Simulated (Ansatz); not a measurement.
Mg₃Sb₂ under several functionals and dispersion corrections (calculated)

Starting cell:

```cif
data_structure
_symmetry_space_group_name_H-M 'P 1'
_symmetry_Int_Tables_number 1
_cell_length_a 4.5841
_cell_length_b 4.5841
_cell_length_c 7.2375
_cell_angle_alpha 90.000
_cell_angle_beta 90.000
_cell_angle_gamma 120.000
_cell_volume 131.71
loop_
_atom_site_label
_atom_site_type_symbol
_atom_site_fract_x
_atom_site_fract_y
_atom_site_fract_z
_atom_site_occupancy
Sb1 Sb 0.33333 0.66667 0.22525 1
Sb2 Sb 0.66667 0.33333 0.77475 1
Mg1 Mg 0.00000 0.00000 0.00000 1
Mg2 Mg 0.33333 0.66667 0.63248 1
Mg3 Mg 0.66667 0.33333 0.36752 1
```

Ansatz, plane waves and PAW, scalar-relativistic (no spin–orbit coupling), 6×6×4 k-mesh. No spin polarisation. In the setting of the table the starting cell (space group P-3m1) has 4.584 × 4.584 × 7.238 Å, angles 90.0 / 90.0 / 120.0°. Each functional was followed to zero pressure with shape and atoms relaxed, then fitted over four more volumes within ±4 % of it.

**Question.** Order the functionals by equilibrium volume, smallest first.
A. mr2SCAN
B. BLYP
C. PBE + D4

**Answer.** C (25.54 Å³/atom), A (26.18 Å³/atom), B (27.79 Å³/atom).

**Question.** What are the cells and stiffnesses?

**Answer.** 
```json
{"functional": "BLYP", "V0 (Å³/atom)": "27.79", "cell": "4.649 × 4.649 × 7.423 Å, angles 90.0 / 90.0 / 120.0°", "B0 (GPa)": "36", "B′ from the pressures": "4.5", "gap on the mesh": "0.38 eV", "cutoff (eV)": "420"}
{"functional": "PBE + D4", "V0 (Å³/atom)": "25.54", "cell": "4.539 × 4.539 × 7.161 Å, angles 90.0 / 90.0 / 120.0°", "B0 (GPa)": "46", "B′ from the pressures": "4.2", "gap on the mesh": "0.22 eV", "cutoff (eV)": "420"}
{"functional": "mr2SCAN", "V0 (Å³/atom)": "26.18", "cell": "4.569 × 4.569 × 7.242 Å, angles 90.0 / 90.0 / 120.0°", "B0 (GPa)": "46", "B′ from the pressures": "4.1", "gap on the mesh": "0.60 eV", "cutoff (eV)": "500"}
```

The volumes span 8.8 %, from PBE + D4 to BLYP, and the stiffness falls as the cell grows.

Caveats: gaps at these levels are rough, and mostly too small.

Points behind the fit for BLYP:

```
V (Å³/atom)  E − Emin (meV/atom)  P (GPa)
     26.673                 5.43     1.62
     27.229                 1.31     0.77
     27.785                 0.00     0.00
     28.340                 1.20    -0.68
     28.896                 4.66    -1.30
```

All three functionals keep Mg₃Sb₂ semiconducting, as expected of a Zintl phase in which Mg donates its valence electrons and fills the Sb 5p shell. The bonding is polar and extends in three dimensions, so the larger BLYP cell is expanded both in the plane and along c, rather than only between layers. BLYP's weaker binding also gives the softest lattice, but volume does not fix stiffness: PBE + D4 and mr2SCAN share a bulk modulus of 46 GPa despite their different cells. The spread in volume may reflect the D4 attraction as much as the underlying exchange-correlation functionals, which this set cannot separate.

The gap does not follow volume either. It is widest in mr2SCAN, whose cell is intermediate in size, so the differences cannot be a matter of lattice expansion alone. Of the three, mr2SCAN comes closest to the known lattice parameters. Because the conduction-band minimum of this compound lies away from the high-symmetry points, the mesh may miss it and overstate each functional's own gap.
